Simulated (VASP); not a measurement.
Wanted: the native input for a VASP 6.6.1 run.

```
Task                   : relaxation of cell and atoms
Functional             : r2SCAN
Dispersion             : rVV10
Potentials or basis    : VASP PAW PBE potentials, release 64 (Os)
Cutoff                 : 600 eV
k mesh                 : 11 × 11 × 6
Occupations            : fermi-dirac, width 0.05 eV
Spin                   : no spin polarisation
Further INCAR settings : ALGO = Normal; EDIFF = 1e-07; IBRION = 2; EDIFFG = -0.01; NSW = 40; ISIF = 3
```

The structure of Os lies in POSCAR:

```
Os
1.0
    2.7341000000      0.0000000000      0.0000000000
   -1.3670500000      2.3678000565      0.0000000000
    0.0000000000      0.0000000000      4.3197000000
Os
2
Direct
    0.6666666667      0.3333333333      0.7500000000
    0.3333333333      0.6666666667      0.2500000000
```

The input as run:

INCAR

```
SYSTEM = Os
PREC = Accurate
ENCUT = 600
EDIFF = 1E-7
ISMEAR = -1
SIGMA = 0.05
LREAL = .FALSE.
LASPH = .TRUE.
NELM = 80
ALGO = Normal
ISIF = 3
LWAVE = .FALSE.
LCHARG = .FALSE.
METAGGA = R2SCAN
LMIXTAU = .TRUE.
LUSE_VDW = .TRUE.
IVDW_NL = 2
BPARAM = 11.95
CPARAM = 0.0093
IBRION = 2
NSW = 40
EDIFFG = -0.01
```

KPOINTS

```
regular mesh
0
G
  11 11 6
  0 0 0
```

Potentials or basis: VASP PAW PBE potentials, release 64 (Os).

Command:

```bash
$ cat potpaw_PBE.64/Os/POTCAR > POTCAR
$ mpirun -np 1 vasp_std > vasp.out
```

It gave:

```
Relaxed volume                         : 14.00 Å³/atom
Relaxed cell                           : a = 2.736 Å, b = 2.736 Å, c = 4.319 Å, α = 90.00°, β = 90.00°, γ = 120.00°
Space group after relaxing (to 0.05 Å) : P6_3/mmc (No. 194)
Energy gained by relaxing              : 0.0 meV/atom
Ionic steps                            : 6
Pressure after relaxing                : 0.0 GPa
Band gap on the k mesh                 : none (metal or under the smearing width)
```

Caveat: the PAW data sets were made with another functional, which shifts forces and pressure a little.

Run time: 3.6 min on 1 thread of Intel(R) Xeon(R) 6975P-C (Granite Rapids), with other jobs on the host, peak memory 0.27 GiB.
